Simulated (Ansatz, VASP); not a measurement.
# MgO: VASP beside Ansatz

```
Mg O
1.0
     2.65838    0.00000    0.00000
     0.00000    2.65838    0.00000
     0.00000    0.00000    2.65838
Mg O
1 1
Direct
  0.00000 0.00000 0.00000
  0.50000 0.50000 0.50000
```

Alike in both runs: task single point; functional r2SCAN; k mesh 8 × 8 × 8; occupations gaussian, width 0.05 eV; no spin polarisation.

|  | VASP | Ansatz |
| --- | --- | --- |
| version | VASP 6.6.1 | Ansatz 0.2.0 |
| potentials or method | VASP PAW PBE potentials, release 64 (Mg, O) | scalar-relativistic, plane waves, PAW |
| plane-wave cutoff (eV) | 520 | 500 |
| valence electrons in the cell | 8 | 16 |

VASP gave:

| Quantity | Value |
| --- | --- |
| gap on the k mesh at the Fermi level (eV) | 3.07 |
| least direct gap on the mesh (eV) | 4.09 |
| pressure (GPa) | -6.9 |

Q: What did Ansatz give for the same quantities?

A: gap on the k mesh at the Fermi level (eV): 3.12; least direct gap on the mesh (eV): 4.13; pressure (GPa): -5.8.

The two sets of potentials don't hold the same shells in valence.

Caveats: the PAW data sets were made with another functional, which shifts forces and pressure a little (VASP). r2SCAN opens gaps a little over a GGA but as a rule still falls short of measured ones. A k mesh can miss the band edges.
